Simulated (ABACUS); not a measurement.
Ag: equation of state with LDA

Ag:

```
CELL_PARAMETERS angstrom
2.93000 0.00000 0.00000
-1.46500 2.53745 0.00000
0.00000 0.00000 4.79000
ATOMIC_POSITIONS crystal
Ag 0.66667 0.33333 0.75000
Ag 0.33333 0.66667 0.25000
```

This isn't the form of Ag at room conditions, which is fcc.

```
Program             : ABACUS 3.10.1
Task                : equation of state
Functional          : LDA
Potentials or basis : SG15 ONCV 1.2 PBE
Cutoff              : 1361 eV
Density cutoff      : 5442 eV
Basis               : DZP LCAO (the cutoffs set its grid)
k mesh              : 7 × 7 × 4
Occupations         : fermi-dirac, width 0.05 eV
Spin                : no spin polarisation
```

The equilibrium volume is 15.95 Å³/atom (rough: see the caveat). The bulk modulus at fixed shape and positions is 144 GPa (rough).

Energy against volume, from the lowest point:
| volume (Å³/atom) | energy (meV/atom) |
| --- | --- |
| 16.738 | 0.00 |
| 17.450 | 36.14 |
| 18.162 | 87.12 |
| 18.875 | 148.73 |

All runs of the series together: 12 s on 4 threads of Intel(R) Xeon(R) 6975P-C (Granite Rapids), on a shared host.

Caveat: the atomic orbitals were generated for these runs and aren't a published set; the minimum lies outside the volumes run; the cell was scaled at fixed shape and fractional positions, which overstates the stiffness of a crystal with free parameters, most of all of layers and chains; the potentials were made for another functional, which shifts forces and pressure; the basis of atomic orbitals isn't converged, which shifts pressures, moduli and gaps.
